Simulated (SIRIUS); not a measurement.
# InAs (Fm-3m) in SIRIUS: equation of state

Aim: energy against volume of InAs in PBEsol, for its equilibrium volume and stiffness.

All numbers are computed with SIRIUS 7.10.0; they aren't measurements. Logs are shortened: lines on timing, memory, paths and dates and some standing lists are left out, and cuts for length are marked. The log counts tension as positive stress, the text compression.

## (1) The structure

Symmetry: Fm-3m, No. 225, cubic system. Conventional cell: a = 5.755 Å, b = 5.755 Å, c = 5.755 Å, α = 90.00°, β = 90.00°, γ = 90.00°. In (site symmetry m-3m) is surrounded by 6 As at 2.88 Å. As (site symmetry m-3m) is surrounded by 6 In at 2.88 Å.

Measurements of this composition are mostly on another form, of space group No. 216.

## (2) Single point, PBEsol, 22.39 Å³/atom (volume scaled by 0.94)

Contents of sirius.json:

```json
{
  "control": {
    "processing_unit": "cpu",
    "verbosity": 2,
    "num_bands_to_print": 22,
    "print_forces": true,
    "print_stress": true
  },
  "parameters": {
    "electronic_structure_method": "pseudopotential",
    "xc_functionals": ["XC_GGA_X_PBE_SOL", "XC_GGA_C_PBE_SOL"],
    "gk_cutoff": 9.2,
    "pw_cutoff": 18.4,
    "ngridk": [8, 8, 8],
    "shiftk": [0, 0, 0],
    "smearing": "fermi_dirac",
    "smearing_width": 0.0018374661,
    "num_bands": 22,
    "num_mag_dims": 0,
    "num_dft_iter": 100,
    "energy_tol": 1e-08,
    "density_tol": 1e-06
  },
  "iterative_solver": {
    "type": "davidson",
    "min_tolerance": 1e-09,
    "tolerance_scale": [0.1, 0.25]
  },
  "mixer": {
    "type": "anderson",
    "beta": 0.7,
    "max_history": 8
  },
  "settings": {
    "tol_ne": 1e-10,
    "pseudo_grid_cutoff": 6.5
  },
  "unit_cell": {
    "lattice_vectors": [
      [0.0, 5.32631974871, 5.32631974871],
      [5.32631974871, 0.0, 5.32631974871],
      [5.32631974871, 5.32631974871, 0.0]
    ],
    "atom_coordinate_units": "lattice",
    "atom_types": ["In", "As"],
    "atom_files": {
      "As": "As.json",
      "In": "In.json"
    },
    "atoms": {
      "In": [
        [0.5, 0.5, 0.5]
      ],
      "As": [
        [0.0, 0.0, 0.0]
      ]
    }
  }
}
```

Potentials or basis: PseudoDojo 0.4.1 PBEsol standard (scalar relativistic).

On the command line:

```console
$ upf_to_json As.upf
$ upf_to_json In.upf
$ OMP_NUM_THREADS=1 sirius.scf --input=sirius.json --output=out.json --task=0
```

What it wrote:

```text
[info] SIRIUS version : 7.10.0
[info] number of MPI ranks           : 1
[info] MPI grid                      : 1 1
[info] maximum number of OMP threads : 1
[fft] FFT context for density and potential
[fft] =====================================
[fft]   comm size                             : 1
[fft]   plane wave cutoff                     : 18.4
[fft]   grid size                             : 48 48 48   total : 110592
[fft]   grid limits                           : -23 24   -23 24   -23 24
[fft]   number of G-vectors within the cutoff : 15940
[fft]   local number of G-vectors             : 15940
[fft]   number of G-shells                    : 863
[fft] FFT context for coarse grid
[fft] =====================================
[fft]   comm size                             : 1
[fft]   plane wave cutoff                     : 18.4
[fft]   grid size                             : 48 48 48   total : 110592
[fft]   grid limits                           : -23 24   -23 24   -23 24
[fft]   number of G-vectors within the cutoff : 15940
[fft]   local number of G-vectors             : 15940
[fft]   number of G-shells                    : 863
[unit cell] lattice vectors
[unit cell]   a1 :       0.0000000000      5.3263197487      5.3263197487
[unit cell]   a2 :       5.3263197487      0.0000000000      5.3263197487
[unit cell]   a3 :       5.3263197487      5.3263197487      0.0000000000
[unit cell] reciprocal lattice vectors
[unit cell]   b1 :      -0.5898242693      0.5898242693      0.5898242693
[unit cell]   b2 :       0.5898242693     -0.5898242693      0.5898242693
[unit cell]   b3 :       0.5898242693      0.5898242693     -0.5898242693
[unit cell] unit cell volume :       302.21199570 [a.u.^3]
[unit cell] 1/sqrt(omega)    :         0.05752335
[unit cell] MT volume        :         0.00000000 ( 0.00%)
[unit cell] IT volume        :       302.21199570 (100.00%)
[unit cell] number of atom types : 2
[unit cell] type id : 0 symbol : In mt_radius :  19.390000 num_atoms : 1
[unit cell] type id : 1 symbol : As mt_radius :  13.410000 num_atoms : 1
[unit cell] total number of atoms : 2
[unit cell] number of symmetry classes : 2
[unit cell] number of PAW atoms : 0
[unit cell] atom id  type id  class id             position                      vector_field
[unit cell] ------------------------------------------------------------------------------------------
[unit cell]      0        0        0      0.50000   0.50000   0.50000      0.00000   0.00000   0.00000
[unit cell]      1        1        1      0.00000   0.00000   0.00000      0.00000   0.00000   0.00000
[unit cell] atom id         position (Cartesian, a.u.)
[unit cell] ---------------------------------------------
[unit cell]      0       5.326320    5.326320    5.326320
[unit cell]      1       0.000000    0.000000    0.000000
[unit cell] class id : 0 atom id : 0
[unit cell] class id : 1 atom id : 1
[unit cell] minimum bond length:     5.326320
[unit cell] total number of pseudo wave-functions: 18
[sym] space group number   : 225
[sym] international symbol : Fm-3m
[sym] Hall symbol          : -F 4 2 3
[sym] space group transformation matrix :
[sym]   0.0000  0.5000  0.5000
[sym]   0.5000  0.0000  0.5000
[... 261 lines left out ...]
[find] Free energy (E-TS)             :    -172.23479531 (Ha),    -344.46959062 (Ry)
[find] band gap (eV)                  :       0.00000000
[find] Efermi                         :       0.40147325
[find] iteration : 8, RMS : 3.421191092571e-07, energy difference : -7.399771106975e-08
[find] Hartree energy of density residual : 1.638656395756e-11
[find] | SCF iteration   9 out of 100|
[diagonalize] iterative solver tolerance (occupied, empty): 6.30833e-09 6.30833e-09
[diagonalize] average number of iterations: 3.96552
[find] Total energy                   :    -172.23440204 (Ha),    -344.46880408 (Ry)
[find] Free energy (E-TS)             :    -172.23479532 (Ha),    -344.46959063 (Ry)
[find] band gap (eV)                  :       0.00000000
[find] Efermi                         :       0.40147328
[find] iteration : 9, RMS : 1.260130767813e-07, energy difference : -8.560448350181e-09
[find] Hartree energy of density residual : 8.867023450197e-12
[find] bands are converged : true
[find] iterative solver converged : false
[find] +------------------------------+
[find] | SCF iteration  10 out of 100|
[find] +------------------------------+
[diagonalize] iterative solver tolerance (occupied, empty): 1.57708e-09 1.57708e-09
[diagonalize] average number of iterations: 4.17241
[diagonalize] Lowest band energies
[diagonalize] ik:    0   -0.894037   -0.894037   -0.893781   -0.893781   -0.893781   -0.125677   -0.125677   -0.124831   -0.124831   -0.124831   -0.060215    0.390335    0.392844    0.392844    0.392844    0.666831    0.666831    0.666831    0.687075    0.687075    0.687075    0.721719
[diagonalize] ik:    1   -0.894034   -0.894034   -0.893779   -0.893776   -0.893776   -0.125981   -0.125981   -0.124860   -0.124516   -0.124516   -0.053507    0.315336    0.393944    0.393944    0.455980    0.623948    0.637366    0.637366    0.682964    0.688227    0.688227    0.786251
[diagonalize] ik:    2   -0.894027   -0.894027   -0.893772   -0.893762   -0.893762   -0.126835   -0.126835   -0.124991   -0.123627   -0.123627   -0.034321    0.240057    0.397908    0.397908    0.486235    0.580405    0.580405    0.594740    0.689544    0.727988    0.727988    0.898228
[diagonalize] ik:    3   -0.894022   -0.894022   -0.893766   -0.893748   -0.893748   -0.127713   -0.127713   -0.125183   -0.122705   -0.122705   -0.007632    0.177313    0.404543    0.404543    0.483463    0.537816    0.537816    0.581260    0.745029    0.790557    0.790557    0.955694
[diagonalize] ik:    4   -0.894019   -0.894019   -0.893763   -0.893742   -0.893742   -0.128078   -0.128078   -0.125274   -0.122319   -0.122319    0.008332    0.148951    0.408591    0.408591    0.479039    0.521284    0.521284    0.576423    0.802325    0.849963    0.849963    0.890827
[diagonalize] ...
[diagonalize] ik:   24   -0.894043   -0.894011   -0.893787   -0.893731   -0.893722   -0.134598   -0.125684   -0.125360   -0.122371   -0.121836    0.023879    0.214289    0.300375    0.300855    0.410230    0.581481    0.626766    0.720316    0.741745    0.868844    0.904117    0.906192
[diagonalize] ik:   25   -0.894042   -0.894009   -0.893772   -0.893740   -0.893718   -0.134533   -0.126037   -0.124945   -0.123061   -0.121535    0.040355    0.199124    0.261605    0.298242    0.448111    0.584710    0.626215    0.702179    0.754690    0.815127    0.915372    0.937957
[diagonalize] ik:   26   -0.894038   -0.894011   -0.893756   -0.893754   -0.893723   -0.133094   -0.126616   -0.124065   -0.123879   -0.121854    0.033540    0.193183    0.263533    0.320088    0.480173    0.545185    0.656846    0.668292    0.759862    0.777937    0.875428    0.930373
[diagonalize] ik:   27   -0.894051   -0.894007   -0.893789   -0.893725   -0.893712   -0.136738   -0.125878   -0.125015   -0.122118   -0.121240    0.047289    0.224197    0.240577    0.290941    0.397098    0.573555    0.662908    0.744597    0.769943    0.866687    0.938545    0.950395
[diagonalize] ik:   28   -0.894044   -0.894008   -0.893757   -0.893757   -0.893712   -0.134917   -0.126143   -0.124092   -0.124092   -0.121240    0.047273    0.219068    0.253271    0.253271    0.489388    0.555771    0.654650    0.654650    0.808787    0.808787    0.951485    0.951819
[find] Charges and magnetic moments
[find] --------------------------------------------------------------------------------
[find] total charge          : 28.000000
[find] Energy
[find] --------------------------------------------------------------------------------
[find] valence_eval_sum               :      -8.43121768
[find] <rho|V^{XC}>                   :     -27.53467412
[find] <rho|E^{XC}>                   :     -43.36499015
[find] <mag|B^{XC}>                   :       0.00000000
[find] <rho|V^{H}>                    :      86.47357428
[find] one-electron contribution      :     -67.37011784 (Ha),    -134.74023569 (Ry)
[find] hartree contribution           :      43.23678714
[find] xc contribution                :     -43.36499015
[find] ewald contribution             :    -104.73608362
[find] PAW contribution               :       0.00000000
[find] smearing (-TS)                 :      -0.00039327
[find] SCF correction                 :       0.00000242
[find] Total energy                   :    -172.23440204 (Ha),    -344.46880409 (Ry)
[find] Free energy (E-TS)             :    -172.23479532 (Ha),    -344.46959064 (Ry)
[find] band gap (eV)                  :       0.00000000
[find] Efermi                         :       0.40147343
[find] iteration : 10, RMS : 7.900965837803e-08, energy difference : -5.867320851394e-09
[find] Hartree energy of density residual : 1.048284400231e-12
[find] bands are converged : true
[find] iterative solver converged : true
[find] converged after 11 SCF iterations!
[find] Charges and magnetic moments
[find] --------------------------------------------------------------------------------
[find] total charge          : 28.000000
[find] Energy
[find] --------------------------------------------------------------------------------
[find] valence_eval_sum               :      -8.43121768
[find] <rho|V^{XC}>                   :     -27.53467412
[find] <rho|E^{XC}>                   :     -43.36499015
[find] <mag|B^{XC}>                   :       0.00000000
[find] <rho|V^{H}>                    :      86.47357428
[find] one-electron contribution      :     -67.37011784 (Ha),    -134.74023569 (Ry)
[find] hartree contribution           :      43.23678714
[find] xc contribution                :     -43.36499015
[find] ewald contribution             :    -104.73608362
[find] PAW contribution               :       0.00000000
[find] smearing (-TS)                 :      -0.00039327
[find] SCF correction                 :       0.00000242
[find] Total energy                   :    -172.23440204 (Ha),    -344.46880409 (Ry)
[find] Free energy (E-TS)             :    -172.23479532 (Ha),    -344.46959064 (Ry)
[find] band gap (eV)                  :       0.00000000
[find] Efermi                         :       0.40147343
[ground_state] === stress tensor components [kbar] ===
[ground_state] === stress_kin ===
[ground_state] -76580.542751   -0.000000    0.000000
[ground_state]    -0.000000-76580.542751    0.000000
[ground_state]     0.000000    0.000000-76580.542751
[ground_state] === stress_har ===
[ground_state] -14030.658909   -0.000000    0.000000
[ground_state]    -0.000000-14030.658909    0.000000
[ground_state]     0.000000    0.000000-14030.658909
[ground_state] === stress_ewald ===
[ground_state] 33987.637887    0.000000    0.000000
[ground_state]     0.00000033987.637887   -0.000000
[ground_state]     0.000000   -0.00000033987.637887
[ground_state] === stress_vloc ===
[ground_state] -1324.732592   -0.000000   -0.000000
[ground_state]    -0.000000-1324.732592    0.000000
[ground_state]    -0.000000    0.000000-1324.732592
[ground_state] === stress_xc ===
[ground_state] -15179.725298   -0.000000    0.000000
[ground_state]    -0.000000-15179.725298    0.000000
[ground_state]     0.000000    0.000000-15179.725298
[ground_state] === stress_core ===
[ground_state] 24361.719166    0.000000    0.000000
[ground_state]     0.00000024361.719166   -0.000000
[ground_state]     0.000000   -0.00000024361.719166
[ground_state] === stress_nonloc ===
[ground_state] 48758.220694    0.000000    0.000000
[ground_state]     0.00000048758.220694   -0.000000
[ground_state]     0.000000   -0.00000048758.220694
[ground_state] === stress_us_nl ===
[ground_state] 48758.220694    0.000000    0.000000
[ground_state]     0.00000048758.220694   -0.000000
[ground_state]     0.000000   -0.00000048758.220694
[ground_state] === stress_total ===
[ground_state]    -8.081804    0.000000    0.000000
[ground_state]     0.000000   -8.081804   -0.000000
[ground_state]     0.000000   -0.000000   -8.081804
[ground_state] ==== total Forces in Ha/bohr =====
[ground_state] atom:    0, force:       0.0000000      0.0000000      0.0000000
[... 14 lines left out ...]
[ground_state] atom:    0, force:       0.0000000      0.0000000      0.0000000
[ground_state] atom:    1, force:       0.0000000      0.0000000      0.0000000
[~DFT_ground_state] local op. applied: 16884
[~DFT_ground_state] evp. work count: 3017.41
[~DFT_ground_state] number of iterative solver steps: 1316
```

It took 44 s on 1 thread of Arm Neoverse V2, shared host; peak memory 0.45 GiB.

Results:

```
Free energy            : -4686.7475 eV
Pressure               : 0.8 GPa
Band gap on the k mesh : none (metal or under the smearing width)
```

(Part 1 of 2 ends here.)
